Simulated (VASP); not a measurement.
Input of a VASP 6.6.1 run:

INCAR

```
  PREC = Accurate
  ENCUT = 600
  EDIFF = 1E-6
  ISMEAR = 0
  SIGMA = 0.05
  LREAL = F
  LASPH = T
  NELM = 80
  ALGO = Normal
  ISIF = 3
  LWAVE = F
  LCHARG = F
  GGA = PE
  IBRION = 2
  NSW = 60
  EDIFFG = -0.005
```

KPOINTS

```
regular mesh
0
Gamma
  9 9 8
```

The input POSCAR:

```
TiH4
1.0
    1.7098100000     -2.7890700000      0.0000000000
    1.7098100000      2.7890700000      0.0000000000
    0.0000000000      0.0000000000      3.3451500000
Ti H
1 4
Direct
    0.5000000000      0.5000000000      0.5000000000
    0.8393500000      0.1606500000      0.5000000000
    0.2760700000      0.2760700000      0.0000000000
    0.7239300000      0.7239300000      0.0000000000
    0.1606500000      0.8393500000      0.5000000000
```

Potentials or basis: VASP PAW PBE potentials, release 64 (Ti_sv, H).

Run with:

```sh
$ cat potpaw_PBE.64/Ti_sv/POTCAR potpaw_PBE.64/H/POTCAR > POTCAR
$ mpirun -np 1 vasp_std > vasp.out
```

(1) Predict the relaxed volume.

(2) Predict the space group after relaxing (to 0.05 Å).

Results:

(1) 6.38 Å³/atom.

(2) Cmmm (No. 65).
